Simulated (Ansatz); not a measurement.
Method: Ansatz 0.2.0, DFT PBE, scalar-relativistic, plane waves, PAW. All cells share a 420 eV cutoff and Γ-centred k meshes spaced at most about 0.3 Å⁻¹ (about 0.25 or finer for metals, 2π included). No spin polarisation in the final relaxations.

Temperature and zero-point effects are left out. Lower structures may exist.

Question: Order these relaxed structures of SiNi3 by energy, lowest first, with the energy over the lowest of them.
A.

```
Si Ni
1.0
     2.37105    1.36893    3.63038
    -2.37105    1.36893    3.63038
     0.00000   -2.73786    3.63038
Si Ni
1 3
Direct
  0.00000 0.00000 0.00000
  0.00000 0.00000 0.50000
  0.50000 0.00000 0.00000
  0.00000 0.50000 0.00000
```

B.

```
Si Ni
1.0
     3.90856    0.00000    0.00000
    -1.95428    3.38491    0.00000
     0.00000    0.00000    4.20145
Si Ni
1 3
Direct
  0.00000 0.00000 0.00000
  0.66667 0.33333 0.00000
  0.00000 0.00000 0.50000
  0.33333 0.66667 0.50000
```

C.

```
Si Ni
1.0
     3.50631    0.00000    0.00000
     0.00000    3.50631    0.00000
     0.00000    0.00000    3.50631
Si Ni
1 3
Direct
  0.00000 0.00000 0.00000
  0.00000 0.50000 0.50000
  0.50000 0.00000 0.50000
  0.50000 0.50000 0.00000
```

D.

```
Si Ni
1.0
    -2.33494    2.33494    2.33494
     2.33494   -2.33494    2.33494
     2.33494    2.33494   -2.33494
Si Ni
1 3
Direct
  0.00000 0.00000 0.00000
  0.00000 0.50000 0.50000
  0.50000 0.00000 0.50000
  0.50000 0.50000 0.00000
```

Answer: C (0 meV/atom), D (729 meV/atom), B (805 meV/atom), A (990 meV/atom). Forms: C Cu3Au (L1_2) type, Pm-3m; D Im-3m; B P-6m2; A R-3m. Counting Ni atoms around Si (those within 1.25 times the shortest such distance or 1.15 times the sum of covalent radii): C has Si 12; D has Si 6; B has Si 5; A has Si 6.

The Pm-3m cell at 10.8 Å³/atom was relaxed from a cell as deposited in COD. Trial moments died out on the coarse mesh in Pm-3m, Im-3m, P-6m2 and R-3m; another magnetic start might hold. With atoms moved at random, Pm-3m came back. Other cells relaxed within their symmetry can be saddle points. Some candidate types were left out of the draw beforehand, so a known form may be missing.
